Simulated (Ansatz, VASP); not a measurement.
**Ni: VASP beside Ansatz**

```
Ni
1.0
     2.19288    0.00000    0.00000
     0.00000    2.19288    0.00000
     0.00000    0.00000    2.19288
Ni
1
Direct
  0.00000 0.00000 0.00000
```

Alike in both runs: task single point; functional PBEsol; k mesh 15 × 15 × 15; occupations fermi-dirac, width 0.05 eV; collinear spin.

|  | VASP | Ansatz |
| --- | --- | --- |
| version | VASP 6.6.1 | Ansatz 0.2.0 |
| potentials or method | VASP PAW PBE potentials, release 64 (Ni) | plane waves (420 eV) with PAW, scalar-relativistic |
| plane-wave cutoff (eV) | 520 | 420 |
| valence electrons in the cell | 10 | 18 |

|  | VASP | Ansatz | Ansatz less VASP |
| --- | --- | --- | --- |
| net moment per atom (μB) | 0.36 | 0.37 | +0.005 |
| size of the moment on the site where the two differ most (μB) | 0.36 | 0.37 | +0.014 |

Site moments also hang on the region over which each program counts them. The functional is the same, so the differences come from potentials, cutoffs and numerics. The two sets of potentials don't hold the same shells in valence. Ansatz warned: «pseudo_functional_mismatch».
